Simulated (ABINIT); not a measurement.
The system is CdF2.

```
Cd F
1.0
     0.00000    2.69400    2.69400
     2.69400    0.00000    2.69400
     2.69400    2.69400    0.00000
Cd F
1 2
Direct
  0.00000 0.00000 0.00000
  0.75000 0.75000 0.75000
  0.25000 0.25000 0.25000
```

Base run:

```yaml
Program: ABINIT 10.8.3 (patched build)
Functional: r2SCAN
Potentials_or_basis: JTH PAW PBE v2.0
Cutoff: 762 eV
k_mesh: 9 × 9 × 9
Occupations: fermi-dirac, width 0.05 eV
Spin: no spin polarisation
```

Its results: band gap on the k mesh 3.79 eV, indirect (least direct gap 4.25 eV); pressure -1.2 GPa.

After a change of settings the same cell gave: band gap on the k mesh 2.94 eV, indirect (least direct gap 3.39 eV); pressure -1.3 GPa. Which change was it?
A. functional from r2SCAN to PW91
B. functional from r2SCAN to BLYP
C. functional from r2SCAN to PBE
D. functional from r2SCAN to PBEsol

D.

r2SCAN gives the wider gap, since meta-GGAs in the generalised Kohn-Sham scheme recover part of the derivative discontinuity.

Caveats: the PAW data sets were made with another functional, which shifts forces and pressure a little; an odd mesh through Γ misses points on the zone boundary, where band edges often lie.
